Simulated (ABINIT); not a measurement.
A run of ABINIT 10.8.3 (patched build) is set up as follows.

run.abi

```
# Datasets: ground state, then fixed potential
ndtset 2

# Pseudopotentials
pp_dirpath "./"
pseudos "W.GGA_PBE-JTH.xml"

# Structure
acell 5.1791760466 5.1791760466 5.1791760466
rprim
    -0.5773502692     0.5773502692     0.5773502692
     0.5773502692    -0.5773502692     0.5773502692
     0.5773502692     0.5773502692    -0.5773502692
ntypat 1
znucl 74
natom 1
typat 1
xcart
     0.0000000000     0.0000000000     0.0000000000

# Plane-wave basis
ecut 435.382180 eV
pawecutdg 32.0

# Exchange and correlation
ixc -144130

# Bands and occupations
occopt 3
tsmear 0.00183747

# SCF cycle
nstep 100

# Output
iomode 3
prtwf 0
prteig 0
prtebands 0
enunit 1
prtden1 1

# Dataset 1
kptopt1 1
ngkpt1 12 12 12
nshiftk1 1
shiftk1 0.0 0.0 0.0
nband1 11
tolvrs1 1.0e-9

# Dataset 2: bands along G-H-N-G-P-H
iscf2 -2
getden2 1
nband2 17
nbdbuf2 4
tolwfr2 1.0e-11
kptopt2 -5
ndivsm2 6
prteig2 1
kptbounds2
     0.0000000000     0.0000000000     0.0000000000
     0.5000000000    -0.5000000000     0.5000000000
     0.0000000000     0.0000000000     0.5000000000
     0.0000000000     0.0000000000     0.0000000000
     0.2500000000     0.2500000000     0.2500000000
     0.5000000000    -0.5000000000     0.5000000000
```

Potentials or basis: JTH PAW PBE v2.0.

Command:

```console
$ abinit run.abi > log 2>&1
```

Question: What does it give for the pressure?

Answer: 15.9 GPa.

Question: Estimate the band gap on the k mesh.

Answer: None (metal or under the smearing width).

Levels at the corners of the path, in eV from the Fermi level:
```tsv
point	band 3	band 4	band 5	band 6	band 7	band 8	band 9	band 10	band 11	band 12
Γ	-37.63	-37.63	-9.57	-1.14	-1.14	-1.14	2.35	2.35	14.87	14.87
H	-38.53	-38.53	-5.78	-5.78	5.26	5.26	5.26	8.39	8.39	8.39
N	-38.05	-37.63	-6.20	-3.48	0.75	2.25	3.24	6.25	11.16	11.70
Γ	-37.63	-37.63	-9.57	-1.14	-1.14	-1.14	2.35	2.35	14.87	14.87
P	-38.28	-38.28	-2.88	-2.88	-2.88	3.41	3.41	6.76	12.35	12.35
H	-38.53	-38.53	-5.78	-5.78	5.26	5.26	5.26	8.39	8.39	8.39
```

Caveat: so large a pressure means that the cell lies far from this level's equilibrium, or that cutoff or potentials fall short; the potentials were made for another functional, which shifts forces and pressure; spin-orbit coupling is left out, which moves the levels of the heavy elements.
